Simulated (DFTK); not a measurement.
# Al (P6_3/mmc) in DFTK: reference runs

Reference runs on Al: the cell as given and a disturbed copy.

Program: DFTK 0.8.2. These are calculated values, not measurements. Logs are shortened: lines on timing, memory, paths and dates and some standing lists are left out, and cuts for length are marked.

### 1 The crystal as given

The structure is hexagonal, space group P6_3/mmc (No. 194). The conventional cell has a = 2.812 Å, b = 2.812 Å, c = 4.867 Å, α = 90.00°, β = 90.00°, γ = 120.00°. Around Al (site symmetry -6m2) lie 12 Al at 2.81 to 2.93 Å.

This isn't the form of Al at room conditions, which is fcc.

### 2 Single point, PBE

Input file run.jl:

```julia
using DFTK
using PseudoPotentialData
using Unitful, UnitfulAtomic
using LinearAlgebra, Printf
include("save.jl")
disable_threading()

# lattice vectors are the columns
lattice = austrip(1u"Å") * [  2.8124553515  -1.4062276757            0.0;
                      0.0   2.4356577814            0.0;
                      0.0            0.0        4.86685]
symbols   = [:Al, :Al]
positions = [[0.3333333333, 0.6666666667, 0.25],
             [0.6666666667, 0.3333333333, 0.75]]
pseudopotentials = PseudoFamily("dojo.nc.sr.pbe.v0_4_1.standard.upf")
elements = Dict(s => ElementPsp(s, pseudopotentials) for s in unique(symbols))
atoms    = [elements[s] for s in symbols]

build_model(lattice, positions; symmetries=true) =
    model_DFT(lattice, atoms, positions;
              functionals=PBE(),
              temperature=austrip(0.05u"eV"),
              smearing=Smearing.FermiDirac(),
              symmetries)
Ecut  = 26.0  # hartree
kgrid = [11, 11, 6]
tol   = 1e-6
to_GPa = ustrip(uconvert(u"GPa", 1u"hartree/bohr^3"))

model = build_model(lattice, positions)
basis = PlaneWaveBasis(model; Ecut, kgrid)
display(basis)
scfres = self_consistent_field(basis;
                               tol,
                               nbandsalg=AdaptiveBands(model; n_bands_converge=8))
display(scfres.energies)
@printf "Fermi level: %.6f eV\n" ustrip(auconvert(u"eV", something(scfres.εF, NaN)))
forces = compute_forces_cart(scfres)
println("Forces (eV/Å)")
for (s, f) in zip(symbols, forces)
    @printf "%-3s %12.6f %12.6f %12.6f\n" s ustrip.(auconvert.(u"eV/Å", f))...
end
stress = compute_stresses_cart(scfres)
println("Stress (GPa)")
display(round.(stress * to_GPa; digits=4))
println("Levels at the first k-point (eV): ", round.(ustrip.(auconvert.(u"eV", scfres.eigenvalues[1][1:scfres.n_bands_converge])); digits=4))
save_scf!(scfres; forces, stress)
```

Potentials or basis: dojo.nc.sr.pbe.v0_4_1.standard.upf (PBE).

Started as:

```
$ julia --threads=1 run.jl  # save.jl only writes the numbers to a file and isn't shown; printed stress counts tension as positive; times include loading and compiling
```

Standard output:

```text
PlaneWaveBasis discretization:

    Ecut                 : 26.0 Ha
    fft_size             : (30, 30, 48), 43200 total points
    kgrid                : MonkhorstPack([11, 11, 6])
    num.   red. kpoints  : 726
    num. irred. kpoints  : 64

    Discretized Model(gga_x_pbe+gga_c_pbe, 3D):
        lattice (in Bohr)    : [5.31477   , -2.65739  , 0         ]
                               [0         , 4.60273   , 0         ]
                               [0         , 0         , 9.19701   ]
        unit cell volume     : 224.98 Bohr³

        atoms                : Al₂
        pseudopot. family    : PseudoFamily("dojo.nc.sr.pbe.v0_4_1.standard.upf")

        num. electrons       : 6
        spin polarization    : none
        temperature          : 0.0018375 Ha
        smearing             : DFTK.Smearing.FermiDirac()

        terms                : Kinetic()
                               AtomicLocal()
                               AtomicNonlocal()
                               Ewald(nothing)
                               PspCorrection()
                               Hartree()
                               Xc(gga_x_pbe, gga_c_pbe)
                               Entropy()
n     Energy            log10(ΔE)   log10(Δρ)   Diag   Δtime
---   ---------------   ---------   ---------   ----   ------
  1   -4.632693546879                   -1.31    4.4    2.78s
  2   -4.633048915354       -3.45       -1.68    1.0    1.94s
  3   -4.633109498943       -4.22       -3.41    2.5    2.18s
  4   -4.633115413697       -5.23       -3.88    5.7    3.38s
  5   -4.633115415842       -8.67       -4.53    2.0    1.32s
  6   -4.633115416125       -9.55       -5.43    2.5    2.28s
  7   -4.633115416135      -10.98       -6.51    3.5    2.54s
Energy breakdown (in Ha):
    Kinetic             1.6985655
    AtomicLocal         0.2302672
    AtomicNonlocal      0.7566672
    Ewald               -5.3820997
    PspCorrection       0.2176931
    Hartree             0.0075391
    Xc                  -2.1615815
    Entropy             -0.0001663

    total               -4.633115416135
Fermi level: 6.855359 eV
Forces (eV/Å)
Al     -0.000000    -0.000000     0.000000
Al     -0.000000    -0.000000    -0.000000
Stress (GPa)
3×3 StaticArraysCore.SMatrix{3, 3, Float64, 9} with indices SOneTo(3)×SOneTo(3):
 -1.4547   0.0     0.0
  0.0     -1.4547  0.0
 -0.0      0.0     3.1384
Levels at the first k-point (eV): [-4.236, 1.7705, 1.9999, 17.9848, 18.2593, 18.2593, 18.4862, 18.4862]
```

It took 47 s on 1 thread of Intel Xeon 6975P-C (Granite Rapids), shared host; peak memory 1.7 GiB.

Results:

| Property | Result |
| --- | --- |
| Free energy | -126.0735 eV |
| Pressure | -0.1 GPa |
| Band gap on the k mesh | none (metal or under the smearing width) |

### 3 Single point, PBE (atoms moved at random, drawn with an rms of 0.05 Å)

run.jl: that of step 2 with these lines changed.

```diff
@@ -12,4 +12,4 @@
 symbols   = [:Al, :Al]
-positions = [[0.3333333333, 0.6666666667, 0.25],
-             [0.6666666667, 0.3333333333, 0.75]]
+positions = [[0.314418, 0.646969, 0.2454],
+             [0.669791, 0.33912, 0.753178]]
 pseudopotentials = PseudoFamily("dojo.nc.sr.pbe.v0_4_1.standard.upf")
```

Potentials or basis: dojo.nc.sr.pbe.v0_4_1.standard.upf (PBE).

Started as:

```
$ julia --threads=1 run.jl  # save.jl only writes the numbers to a file and isn't shown; printed stress counts tension as positive; times include loading and compiling
```

Standard output:

```text
PlaneWaveBasis discretization:

    Ecut                 : 26.0 Ha
    fft_size             : (27, 27, 45), 32805 total points
    kgrid                : MonkhorstPack([11, 11, 6])
    num.   red. kpoints  : 726
    num. irred. kpoints  : 726

    Discretized Model(gga_x_pbe+gga_c_pbe, 3D):
        lattice (in Bohr)    : [5.31477   , -2.65739  , 0         ]
                               [0         , 4.60273   , 0         ]
                               [0         , 0         , 9.19701   ]
        unit cell volume     : 224.98 Bohr³

        atoms                : Al₂
        pseudopot. family    : PseudoFamily("dojo.nc.sr.pbe.v0_4_1.standard.upf")

        num. electrons       : 6
        spin polarization    : none
        temperature          : 0.0018375 Ha
        smearing             : DFTK.Smearing.FermiDirac()

        terms                : Kinetic()
                               AtomicLocal()
                               AtomicNonlocal()
                               Ewald(nothing)
                               PspCorrection()
                               Hartree()
                               Xc(gga_x_pbe, gga_c_pbe)
                               Entropy()
n     Energy            log10(ΔE)   log10(Δρ)   Diag   Δtime
---   ---------------   ---------   ---------   ----   ------
  1   -4.632490568148                   -1.31    4.9    24.8s
  2   -4.632891367588       -3.40       -1.68    1.0    14.1s
  3   -4.632955570748       -4.19       -3.33    2.3    17.4s
  4   -4.632962169101       -5.18       -3.95    5.0    29.5s
  5   -4.632962184655       -7.81       -4.52    2.2    17.7s
  6   -4.632962185270       -9.21       -5.47    2.5    19.6s
  7   -4.632962185304      -10.47       -6.29    3.1    22.4s
Energy breakdown (in Ha):
    Kinetic             1.6990590
    AtomicLocal         0.2274929
    AtomicNonlocal      0.7570992
    Ewald               -5.3807645
    PspCorrection       0.2176931
    Hartree             0.0084116
    Xc                  -2.1617770
    Entropy             -0.0001766

    total               -4.632962185304
Fermi level: 6.845704 eV
Forces (eV/Å)
Al      0.023711     0.046420     0.126803
Al     -0.023711    -0.046420    -0.126803
Stress (GPa)
3×3 StaticArraysCore.SMatrix{3, 3, Float64, 9} with indices SOneTo(3)×SOneTo(3):
 -1.5771  -0.0166  -0.0342
 -0.0166  -1.4886  -0.0656
 -0.0342  -0.0656   3.023
Levels at the first k-point (eV): [-4.2389, 1.7702, 2.0017, 17.9218, 18.2457, 18.3338, 18.4728, 18.497]
```

It took 5.6 min on 1 thread of Intel Xeon 6975P-C (Granite Rapids), shared host; peak memory 4.5 GiB.

What came out:

```yaml
Free_energy: -126.0693 eV
Pressure: 0.0 GPa
Largest_force: 0.137 eV/Å
Band_gap_on_the_k_mesh: none (metal or under the smearing width)
```

Forces on the atoms (eV/Å):
```
Al   0.024  0.046  0.127
Al  -0.024 -0.046 -0.127
```

Stress tensor (GPa, compression positive):
```
 1.58  0.02  0.03
 0.02  1.49  0.07
 0.03  0.07 -3.02
```
